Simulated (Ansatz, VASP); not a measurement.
Two plane-wave programs on Si

```
CELL_PARAMETERS angstrom
1.71637 -3.39815 0.00000
1.71637 3.39815 0.00000
0.00000 0.00000 6.03321
ATOMIC_POSITIONS crystal
Si 0.65319 0.34681 0.40630
Si 0.15319 0.84681 0.09370
Si 0.34681 0.65319 0.59370
Si 0.84681 0.15319 0.90630
```

Alike in both runs: functional r2SCAN; k mesh 16 × 16 × 8; occupations gaussian, width 0.1 eV; no spin polarisation.

Ansatz relaxed the structure, and its values are those at the end. VASP's run is a single point on that final structure, the one shown.

```csv
,VASP,Ansatz
version,VASP 6.6.1,Ansatz 0.2.0
potentials or method,"VASP PAW PBE potentials, release 64 (Si)","scalar-relativistic, plane waves, PAW"
plane-wave cutoff (eV),520,500
valence electrons in the cell,16,16
```

```tsv
	VASP	Ansatz	Ansatz less VASP
gap on the k mesh at the Fermi level (eV)	none	none	-
pressure (GPa)	-0.2	0.0	+0.15
rms of the force components (eV/Å)	0.007	0.001	-0.0057
```

A gap of «none» marks a metal or a gap that the smearing closes.

Caveats: the PAW data sets were made with another functional, which shifts forces and pressure a little (VASP).
